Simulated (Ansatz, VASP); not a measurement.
Two plane-wave programs on MgO (e600)

```xyz
2
Lattice="0.0000 2.1270 2.1270 2.1270 0.0000 2.1270 2.1270 2.1270 0.0000" Properties=species:S:1:pos:R:3 pbc="T T T"
Mg    0.0000    0.0000    0.0000
O     2.1270    2.1270    2.1270
```

Alike in both runs: functional PBE; k mesh 10 × 10 × 10; occupations gaussian, width 0.02 eV; no spin polarisation.

Ansatz relaxed the structure, and its values are those at the end. VASP's run is a single point on that final structure, the one shown.

|  | VASP | Ansatz |
| --- | --- | --- |
| version | VASP 6.6.1 | Ansatz 0.2.0 |
| potentials or method | VASP PAW PBE potentials, release 64 (Mg, O) | scalar-relativistic, plane waves, PAW |
| plane-wave cutoff (eV) | 520 | 600 |
| valence electrons in the cell | 8 | 16 |

VASP gave:

| Property | Result |
| --- | --- |
| gap on the k mesh at the Fermi level (eV) | 4.44 |
| least direct gap on the mesh (eV) | 4.44 |
| pressure (GPa) | -0.8 |

Task: What did Ansatz give for the same quantities?

Result: gap on the k mesh at the Fermi level (eV): 4.46; least direct gap on the mesh (eV): 4.46; pressure (GPa): 0.0.

The two sets of potentials don't hold the same shells in valence.

A hybrid or GW would open this gap; PBE tends to underestimate it.
